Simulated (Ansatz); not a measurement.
## C (diamond): G0W0 against its settings

Diamond C, relaxed with r2SCAN; one-shot G0W0 in Ansatz without spin-orbit coupling. Spin-unpolarised throughout; all numbers are computed.

```
C
1.0
     0.00000    1.78012    1.78012
     1.78012    0.00000    1.78012
     1.78012    1.78012    0.00000
C
2
Direct
  0.00000 0.00000 0.00000
  0.25000 0.25000 0.25000
```

Gaps are read over the mesh points alone. G0W0 values are finite-basis, finite-mesh values.
```json
{"start": "PBE", "potentials": "PAW", "frequency model": "contour deformation", "mesh": "6×6×6", "empty bands": "20", "screening cutoff (eV)": "80", "Kohn-Sham gap (eV)": "4.17", "G0W0 gap (eV)": "5.23", "rough cost": "2.9 core-seconds"}
{"start": "PBE", "potentials": "PAW", "frequency model": "contour deformation", "mesh": "6×6×6", "empty bands": "42", "screening cutoff (eV)": "140", "Kohn-Sham gap (eV)": "4.17", "G0W0 gap (eV)": "5.45", "rough cost": "5 core-seconds"}
{"start": "PBE", "potentials": "PAW", "frequency model": "contour deformation", "mesh": "6×6×6", "empty bands": "77", "screening cutoff (eV)": "210", "Kohn-Sham gap (eV)": "4.17", "G0W0 gap (eV)": "5.55", "rough cost": "9 core-seconds"}
{"start": "HSE06", "potentials": "PAW", "frequency model": "contour deformation", "mesh": "6×6×6", "empty bands": "42", "screening cutoff (eV)": "140", "Kohn-Sham gap (eV)": "5.34", "G0W0 gap (eV)": "5.86", "rough cost": "16 core-seconds"}
{"start": "LDA", "potentials": "PAW", "frequency model": "contour deformation", "mesh": "6×6×6", "empty bands": "42", "screening cutoff (eV)": "140", "Kohn-Sham gap (eV)": "4.14", "G0W0 gap (eV)": "5.42", "rough cost": "5 core-seconds"}
{"start": "r2SCAN", "potentials": "PAW", "frequency model": "contour deformation", "mesh": "6×6×6", "empty bands": "42", "screening cutoff (eV)": "140", "Kohn-Sham gap (eV)": "4.38", "G0W0 gap (eV)": "5.59", "rough cost": "7 core-seconds"}
{"start": "PBE", "potentials": "PAW", "frequency model": "Godby-Needs pole", "mesh": "6×6×6", "empty bands": "42", "screening cutoff (eV)": "140", "Kohn-Sham gap (eV)": "4.17", "G0W0 gap (eV)": "5.43", "rough cost": "5 core-seconds"}
{"start": "PBE", "potentials": "PAW", "frequency model": "contour deformation", "mesh": "10×10×10", "empty bands": "20", "screening cutoff (eV)": "80", "Kohn-Sham gap (eV)": "4.19", "G0W0 gap (eV)": "5.18", "rough cost": "40 core-seconds"}
{"start": "PBE", "potentials": "norm-conserving", "frequency model": "contour deformation", "mesh": "6×6×6", "empty bands": "42", "screening cutoff (eV)": "140", "Kohn-Sham gap (eV)": "4.18", "G0W0 gap (eV)": "5.46", "rough cost": "12 core-seconds"}
```

G0W0 moves the gap on the mesh from 4.17 eV (PBE) to 5.55 eV (Γ to Γ–X (0.67 of the way from Γ)). Renormalisation factors Z lie between 0.79 and 0.84.

Raising bands and cutoff together moves the gap by +0.22 eV (80 to 140 eV), then +0.10 eV (140 to 210 eV); the last step is still large, so the basis limit isn't reached. Starting from HSE06 (5.34 eV against PBE's 4.17 eV) gives 5.86 eV, +0.41 eV from G0W0@PBE at the same screening cutoff. Starting from LDA (4.14 eV against PBE's 4.17 eV) gives 5.42 eV, -0.03 eV from G0W0@PBE at the same screening cutoff. Starting from r2SCAN (4.38 eV against PBE's 4.17 eV) gives 5.59 eV, +0.14 eV from G0W0@PBE at the same screening cutoff. The Godby-Needs plasmon pole differs from contour deformation by -0.02 eV. A 10×10×10 mesh in place of 6×6×6 changes the opening over PBE by -0.06 eV (the gap on the mesh by -0.05 eV). Norm-conserving potentials (wave cutoff 1116 eV against 420 eV) shift the quasiparticle gap by +0.01 eV and the PBE gap by +0.01 eV. r2SCAN runs take a wave cutoff of 500 eV.
